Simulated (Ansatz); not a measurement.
**A convergence test on GaN (F-43m): wavefunction cutoff**

Wanted: the cheapest wavefunction cutoff that holds the PBE gap of GaN (F-43m).

Main program and level: Ansatz 0.2.0; DFT, PBE, plane waves, PAW; PAW set soft_1.

## (1) The starting structure

It takes space group F-43m (No. 216, cubic). Conventional cell: a = 4.507 Å, b = 4.507 Å, c = 4.507 Å, α = 90.00°, β = 90.00°, γ = 90.00°. Nearest to Ga lie 4 N at 1.95 Å. Nearest to N lie 4 Ga at 1.95 Å. Farther neighbours and most contacts between anions are not listed.

The cell and positions are those that the Materials Project relaxed with its own functionals (PBE, PBE+U or r2SCAN), kept fixed. This is not the form that GaN usually takes at ambient conditions.

## (2) Wavefunction cutoff: 190 eV

The input, input.yaml:

```yaml
crystal:
  lattice:
    - [0.0, 2.2535006075, 2.2535006075]
    - [2.2535006075, 0.0, 2.2535006075]
    - [2.2535006075, 2.2535006075, 0.0]
  atoms:
    - { symbol: Ga, position: [0.0, 0.0, 0.0] }
    - { symbol: "N", position: [0.75, 0.75, 0.75] }
kpoints:
  mp_grid: { grid: [8, 8, 8] }
  band_path:
    path:
      - [0.0, 0.0, 0.0]
      - [-0.5, -0.5, 0.0]
      - [-0.375, -0.375, 0.25]
      - [-0.375, 0.0, 0.375]
      - [0.0, 0.0, 0.5]
      - [-0.5, -0.25, 0.25]
    npoints: 1
hamiltonian:
  xc: pbe
  pseudopotentials: { kind: paw, azcp: { folder: soft_1 } }
scf:
  occupations: { method: fermi_dirac, width: 0.02 }
  n_extra_bands: 4
  max_iter: 80
output:
  eigenvalues: true
basis:
  ecutwfc: 190.0
```

Run with:

```sh
> ansatz run input.yaml --threads 3 --pin off --max-ram 92160MiB --backend cuda --events-out ev --progress --plain --runs-dir out --devices 1 --max-vram 13GiB
```

Numbers of over 12 decimals in the logs are rounded to 6 here.

The program printed:

```text
Warning: basis.ecutwfc = 190 eV is below the records' recommended 420 eV, and the density's cutoff is lower with it unless basis.ecutrho_ratio is high enough to keep the records' density cutoff: compare with a run at a higher cutoff
Warning: basis.ecutrho_ratio 4 (ecutrho = 760 eV, dense FFT grid 15×15×15): the grid does not resolve the core-correction charge of N (measure 0.17 e/Å^2.5); warned from 0.08. The energy and each atom's force then go with where the atoms sit on the grid: [figures from the program's tests cut] If this deck is also warned that a cutoff or its ratio is below what is recommended, mend that before anything below. First try basis.xc_grid, which is 1 on this run (the dense grid itself), where it is not refused (2, then 3). Above 1 the core-correction charge is laid on the exchange–correlation grid, and this warning is never given, whether or not the level is enough: [rest of the remark cut]
scf.n_extra_bands = 4 over 9 filled bands (N_el = 18.0): the run solves 13 bands
GPUs: using 1 of 1 available (devices: 1).
Engine: ansatz 0.2.0, x86_64-unknown-linux-gnu
Pseudopotentials: kind: paw
Pseudopotential: Ga, paw, valence charge 13, recommended cutoff 420 eV (normal), soft_1/Ga.paw.azcp
Pseudopotential: N, paw, valence charge 5, recommended cutoff 420 eV (normal), soft_1/N.paw.azcp
Functional definition: PBE
  parameter kappa = 0.804
  parameter beta = 0.066725
  exchange = pbe_x(kappa = kappa, mu = beta*pi^2/3)
  correlation = pbe_c(beta = beta)
device memory: the entry about to start is reckoned to put 0.6 GiB on a device that reports 59.2 GiB free (of which the cap on the GPU budget leaves the run 13.0 GiB)
GPU FFT provider: cuFFT
GPU libraries: cuBLAS 13.8.2, cuFFT 12.4.0, cuSOLVER 12.3.4
Crystal: 2 atoms, lattice volume = 22.888 Å³
Basis set: ecut = 190 eV, 137 PW (Γ)
Bands: 13, of which v1, the nominal top of the filled ones, is band 9 counted from 1 (8 counted from 0)
Symmetry: 24 space group operations
Space group: F-43m (ITA 216), of the structure as read, at distance tolerance 2.8e-5 Å
k-points: 29 of 512 (time reversal used)
Non-local potential: Ga, projectors of the file, l = 0: 2, l = 1: 2, l = 2: 3, l = 3: 1
Non-local potential: N, projectors of the file, l = 0: 2, l = 1: 2, l = 2: 1
PAW form: soft (Blöchl's): semilocal exchange-correlation on the pseudo side does not see the compensation charge
PAW one-centre angular grid: Ga, 590 points (default); XC on 64 Gauss nodes
PAW one-centre angular grid: N, 110 points (default); XC on 64 Gauss nodes
Initial density: superposition of atomic densities (chi_scale 0.1, normalization cell, long waves kept (reshape's long-wave potential 0.00 eV rms))
Initial wavefunctions: pseudopotential atomic-orbital guess
GPU buffer pool allocated for 3375 grid points (all kernels)
GPU transforms: local potential and band sums: pruned to the plane-wave sphere, on 15×15×15
Functional: x = pbe(κ = 0.804, μ = 0.219515), c = pbe(β = 0.066725)
SCF iter   1: F=—  HF=-4157.266127 eV  |F-HF|=—  |Δ(HF+E_count)|=         —  Δρ=8.27e-2  dr2=9.71e-1  ethr=3.10e-3  ⟨swp⟩=4.1  Hψ=1825  notcnv=0
preconditioner: auto → none  [insulator: Δε(μ)=1.431 eV  Ē_g=19.024 eV  σ=0.020 eV  W_gap=1.00  n_scr=8 (ndim 8)  ℏωp=32.9 eV  f_vac=0.013  D(μ)=0.00/eV (n_scr^D=0)  ε∞_Penn≈4.0]
SCF iter   2: F=—  HF=-4155.453196 eV  |F-HF|=—  |Δ(HF+E_count)|=    1.81e0  Δρ=6.92e-2  dr2=5.26e-1  ethr=3.10e-3  ⟨swp⟩=2.0  Hψ=986  notcnv=0
SCF iter   3: F=—  HF=-4155.331267 eV  |F-HF|=—  |Δ(HF+E_count)|=   1.22e-1  Δρ=3.05e-2  dr2=2.10e-1  ethr=2.92e-3  ⟨swp⟩=2.0  Hψ=592  notcnv=0
SCF iter   4: F=—  HF=-4155.264737 eV  |F-HF|=—  |Δ(HF+E_count)|=   6.65e-2  Δρ=6.44e-3  dr2=9.37e-3  ethr=1.17e-3  ⟨swp⟩=2.2  Hψ=761  notcnv=0
SCF iter   5: F=—  HF=-4155.262127 eV  |F-HF|=—  |Δ(HF+E_count)|=   2.61e-3  Δρ=7.97e-4  dr2=8.65e-5  ethr=5.21e-5  ⟨swp⟩=2.0  Hψ=570  notcnv=0
SCF iter   6: F=—  HF=-4155.262160 eV  |F-HF|=—  |Δ(HF+E_count)|=   3.33e-5  Δρ=5.83e-5  dr2=3.80e-7  ethr=4.80e-7  ⟨swp⟩=2.0  Hψ=464  notcnv=0
SCF iter   7: F=-4155.262161 eV  HF=-4155.262161 eV  |F-HF|=4.42e-9  |Δ(HF+E_count)|=   1.39e-7  Δρ=1.56e-5  dr2=2.62e-8  ethr=5.56e-10  ⟨swp⟩=3.0  Hψ=1494  notcnv=0
SCF 1 converged in 7 iterations: F = -4155.262161 eV  dr2 = 2.62e-8
[...]
device memory: the entry about to start is reckoned to put 0.6 GiB on a device that reports 57.1 GiB free (of which the cap on the GPU budget leaves the run 13.0 GiB)
NSCF: frozen V_eff on 6 k-points
SCF converged after 7 iterations
Free energy (F): -4155.262161 eV
Harris-Foulkes:  -4155.262161 eV  (|F-HF|=4.42e-9)
Internal energy: -4155.262161 eV  (E = F + TS)
E sigma→0 (E₀):  -4155.262161 eV
Fermi energy:    10.137046 eV
--- Per-component energies (eV) ---
  E_band       = -45.913772
  E_kinetic    = 253.836617
  E_local      = -1412.675566  (includes V_loc(G=0)·N_el)
  E_nonlocal   = -17.590386
  E_hartree    = 898.304846
  E_xc         = -125.024062
  E_vxc        = -134.358622  (∫ρ·V_xc dr)
  E_paw        = -2164.505331  (= ΣΔE_a)
  E_vpaw       = -531.559711  (= ΣTr[D̂ρ^β])
  E_aug_tail   = -0.173324  (compensation charges beyond the density's cutoff)
  E_ewald      = -1587.434954
  E_smearing   = -0.000000  (= −TS)
  E_closure    = 0.000000  (closes the sum)
  Σ components = -4155.262161   (vs F -4155.262161, Δ=0.00e0)
--- Band table (eV; the first three rows and the last of 29) ---
  k-point 0: bands = [... 5 lower, -6.9279, 9.5547, 9.5547, 9.5547, 10.6974, 19.7643, 19.7643, 19.7643]
  k-point 1: bands = [... 5 lower, -6.6018, 7.8045, 9.3721, 9.3721, 12.1242, 19.1005, 20.0107, 20.0107]
  k-point 2: bands = [... 5 lower, -5.8344, 5.4305, 9.0987, 9.0987, 13.3238, 18.4374, 20.2350, 20.2350]
  k-point 28: bands = [... 5 lower, -3.5981, 3.7279, 5.8503, 5.9125, 15.7288, 17.8782, 19.5651, 20.7749]
```

The job ended after 7.3 s (1 × NVIDIA H100 80GB HBM3 (shared by 6 runs) with 3 threads of AMD EPYC 7R13 (Zen 3), shared host; peak memory 0.88 GiB; 3 s of CPU time).

This step gave:

- gap: 1.143 eV
- valence top at: Γ
- conduction bottom at: Γ
- least direct gap: 1.143 eV

The gap is direct, at Γ.

## (3) Wavefunction cutoff: 290 eV

Edit input.yaml of step 2 so:

```diff
@@ -23,3 +23,3 @@
 scf:
-  occupations: { method: fermi_dirac, width: 0.02 }
+  occupations: { method: fixed }
   n_extra_bands: 4
@@ -29,2 +29,2 @@
 basis:
-  ecutwfc: 190.0
+  ecutwfc: 290.0
```

The program printed:

```text
[...]
GPUs: using 1 of 1 available (devices: 1).
[...]
GPU FFT provider: cuFFT
GPU libraries: cuBLAS 13.8.2, cuFFT 12.4.0, cuSOLVER 12.3.4
Crystal: 2 atoms, lattice volume = 22.888 Å³
Basis set: ecut = 290 eV, 259 PW (Γ)
Bands: 13, of which v1, the nominal top of the filled ones, is band 9 counted from 1 (8 counted from 0)
[... 1 set-up line as in the run before ...]
[...]
Fermi energy:    9.624884 eV
[...]
--- Band table (eV; the first three rows and the last of 29) ---
  k-point 0: bands = [... 5 lower, -3.6766, 9.6249, 9.6249, 9.6249, 11.3058, 19.9555, 19.9555, 19.9555]
  k-point 1: bands = [... 5 lower, -3.6874, 8.0707, 9.4438, 9.4438, 12.4671, 19.2420, 20.1902, 20.1902]
  k-point 2: bands = [... 5 lower, -3.6022, 5.7659, 9.0954, 9.0954, 13.6699, 18.4417, 20.4086, 20.4086]
  k-point 28: bands = [... 5 lower, -1.6738, 3.9476, 5.9433, 5.9990, 15.8485, 18.0420, 19.8872, 20.7639]
[key lines of the parts left out:]
SCF converged after 8 iterations
Free energy (F): -4167.527592 eV
```

Elapsed: 6.5 s, on 1 × NVIDIA H100 80GB HBM3 (shared by 6 runs) with 3 threads; peak memory 0.88 GiB.

Numbers from this step:

```
gap                  : 1.681 eV
valence top at       : Γ
conduction bottom at : Γ
least direct gap     : 1.681 eV
```

The gap is 1.681 eV, +0.538 eV from the run before at this level.

## (4) Wavefunction cutoff: 420 eV (the default)

input.yaml, the sections that differ from step 3:

```yaml
kpoints:
  mp_grid: { grid: [8, 8, 8] }
  band_path:
    path:
      - [[0.0, 0.0, 0.0], [-0.5, -0.5, 0.0], [-0.375, -0.375, 0.25]]
      - [[-0.375, 0.0, 0.375], [0.0, 0.0, 0.0], [0.0, 0.0, 0.5], [-0.5, -0.25, 0.25], [-0.5, -0.5, 0.0]]
    npoints: 10
scf:
  occupations: { method: fermi_dirac, width: 0.02 }
  n_extra_bands: 4
output:
  eigenvalues: true
  write_density: true
  write_potential: true
  elf: true
  volumetric_format: npy
# crystal, hamiltonian: as in step 3
# basis: removed
```

The program printed:

```text
[...]
GPUs: using 1 of 1 available (devices: 1).
[...]
GPU FFT provider: cuFFT
GPU libraries: cuBLAS 13.8.2, cuFFT 12.4.0, cuSOLVER 12.3.4
Crystal: 2 atoms, lattice volume = 22.888 Å³
Basis set: ecut = 420 eV, 459 PW (Γ)
Bands: 13, of which v1, the nominal top of the filled ones, is band 9 counted from 1 (8 counted from 0)
[... 1 set-up line as in the run before ...]
[...]
Fermi energy:    10.508980 eV
[...]
--- Band table (eV; the first three rows and the last of 29) ---
  k-point 0: bands = [... 5 lower, -3.5295, 9.6387, 9.6387, 9.6387, 11.3572, 19.9568, 19.9568, 19.9568]
  k-point 1: bands = [... 5 lower, -3.5311, 8.1112, 9.4772, 9.4772, 12.5079, 19.2461, 20.1936, 20.1936]
  k-point 2: bands = [... 5 lower, -3.4738, 5.7841, 9.1188, 9.1188, 13.6982, 18.4235, 20.4109, 20.4109]
  k-point 28: bands = [... 5 lower, -1.5532, 3.9466, 5.9490, 6.0042, 15.8595, 18.0263, 19.9071, 20.7509]
[key lines of the parts left out:]
SCF converged after 7 iterations
Free energy (F): -4167.902617 eV
```

Wall time 8.3 s (1 × NVIDIA H100 80GB HBM3 (shared by 6 runs) with 3 threads); peak memory 0.89 GiB.

Numbers from this step:

```yaml
gap: 1.718 eV
valence_top_at: Γ
conduction_bottom_at: Γ
least_direct_gap: 1.718 eV
```

The gap is 1.718 eV, +0.038 eV from the run before at this level.

## (5) Wavefunction cutoff: 630 eV

input.yaml, the sections that differ from step 4:

```yaml
kpoints:
  mp_grid: { grid: [8, 8, 8] }
  band_path:
    path:
      - [0.0, 0.0, 0.0]
      - [-0.5, -0.5, 0.0]
      - [-0.375, -0.375, 0.25]
      - [-0.375, 0.0, 0.375]
      - [0.0, 0.0, 0.5]
      - [-0.5, -0.25, 0.25]
    npoints: 1
scf:
  occupations: { method: fixed }
  n_extra_bands: 4
  max_iter: 80
output:
  eigenvalues: true
basis:
  ecutwfc: 630.0
# crystal, hamiltonian: as in step 4
```

The program printed:

```text
[...]
GPUs: using 1 of 1 available (devices: 1).
[...]
GPU FFT provider: cuFFT
GPU libraries: cuBLAS 13.8.2, cuFFT 12.4.0, cuSOLVER 12.3.4
Crystal: 2 atoms, lattice volume = 22.888 Å³
Basis set: ecut = 630 eV, 869 PW (Γ)
Bands: 13, of which v1, the nominal top of the filled ones, is band 9 counted from 1 (8 counted from 0)
[... 1 set-up line as in the run before ...]
[...]
Fermi energy:    9.637589 eV
[...]
--- Band table (eV; the first three rows and the last of 29) ---
  k-point 0: bands = [... 5 lower, -3.5333, 9.6376, 9.6376, 9.6376, 11.3571, 19.9562, 19.9562, 19.9562]
  k-point 1: bands = [... 5 lower, -3.5349, 8.1102, 9.4759, 9.4759, 12.5077, 19.2455, 20.1929, 20.1929]
  k-point 2: bands = [... 5 lower, -3.4771, 5.7833, 9.1178, 9.1178, 13.6980, 18.4228, 20.4101, 20.4101]
  k-point 28: bands = [... 5 lower, -1.5557, 3.9462, 5.9480, 6.0032, 15.8579, 18.0260, 19.9064, 20.7495]
[key lines of the parts left out:]
SCF converged after 8 iterations
Free energy (F): -4167.907304 eV
```

Wall time 5.5 s (1 × NVIDIA H100 80GB HBM3 (shared by 6 runs) with 3 threads); peak memory 0.89 GiB; 4.3 s of CPU time.

Numbers from this step:

- gap: 1.720 eV
- valence top at: Γ
- conduction bottom at: Γ
- least direct gap: 1.720 eV

The gap is 1.720 eV, +0.001 eV from the run before at this level.

## (6) The series

Differences are against the last row; a negative gap means that bands overlap, and a run with a band path holds that path's time. Times are wall times on 1 × NVIDIA H100 80GB HBM3 (shared by 6 runs) with 3 threads of AMD EPYC 7R13 (Zen 3), shared host, good to a factor of about two.

```tsv
wavefunction cutoff	gap (eV)	direct gap (eV)	gap error (eV)	energy error (meV/atom)	irreducible k	time
190 eV	1.143	1.143	−0.577	+6322.6	29	7.3 s
290 eV	1.681	1.681	−0.039	+189.9	29	6.5 s
420 eV	1.718	1.718	−0.001	+2.3	29	8.3 s
630 eV	1.720	1.720	+0.000	+0.0	29	5.5 s
```

## (7) What came out

```json
{"190 eV": "1.143 eV", "290 eV": "1.681 eV", "420 eV": "1.718 eV", "630 eV": "1.720 eV"}
```

What this shows: The gap holds to 0.02 eV from 420 eV on. At 190 eV the gap is off by −0.577 eV and the energy by +6323 meV/atom.

[Paths, hosts, dates, memory and timing lines, banners, echoed tables and standing remarks are left out of the program output.]

[Logs are printed without paths, hosts, clocks, repeated set-up lines and the standing remarks that a program may print on its own settings, such as how far it seeks lower states.]

[Runs of the session that timed out or met a known fault of the program may be left out.]

[Cells called generated may have been cut or substituted from an entry of the Crystallography Open Database or the Materials Project.]

[Hosts, paths, dates, database ids (printed as entryN), source tags and the programs' standing remarks are cut or masked in the printed files.]
